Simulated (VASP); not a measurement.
## NaF (Villiaumite): relaxation of the atoms with PBEsol

Crystal: NaF (Villiaumite).

```
Na F
1.0
     0.00000    2.31406    2.31406
     2.31406    0.00000    2.31406
     2.31406    2.31406    0.00000
Na F
1 1
Direct
  0.00000 0.00000 0.00000
  0.50000 0.50000 0.50000
```

| Quantity | Value |
| --- | --- |
| Program | VASP 6.6.1 |
| Task | relaxation of the atoms |
| Functional | PBEsol |
| Potentials or basis | VASP PAW PBE potentials, release 64 (Na_pv, F) |
| Cutoff | 600 eV |
| k mesh | 10 × 10 × 10 |
| Occupations | gaussian, width 0.03 eV |
| Spin | no spin polarisation |
| Further INCAR settings | ALGO = Normal; EDIFF = 1e-07; IBRION = 2; EDIFFG = -0.01; NSW = 40 |

```yaml
Pressure_after_relaxing: -0.1 GPa
Band_gap_on_the_k_mesh: 6.18 eV, direct
```

Final structure:
```
Na F
1.0
     0.00000    2.31406    2.31406
     2.31406    0.00000    2.31406
     2.31406    2.31406    0.00000
Na F
1 1
Direct
  0.00000 0.00000 0.00000
  0.50000 0.50000 0.50000
```

Levels at points of the mesh, in eV from the valence-band top:
```
           k point  band 5  band 6  band 7  band 8  band 9  band 10
(0.00, 0.00, 0.00)    0.00    0.00    0.00    6.18   18.87    18.87
(0.50, 0.00, 0.00)   -1.63   -0.26   -0.26   10.63   12.37    20.02
(0.50, 0.50, 0.00)   -1.30   -0.41   -0.41   13.01   13.11    13.57
```

Wall time 7 s on 1 thread of Intel(R) Xeon(R) 6975P-C (Granite Rapids), on a shared host, peak memory 0.15 GiB.

Caveat: the relaxation stopped at its first step, so nothing moved; the PAW data sets were made with another functional, which shifts forces and pressure a little. A k mesh can miss the band edges.
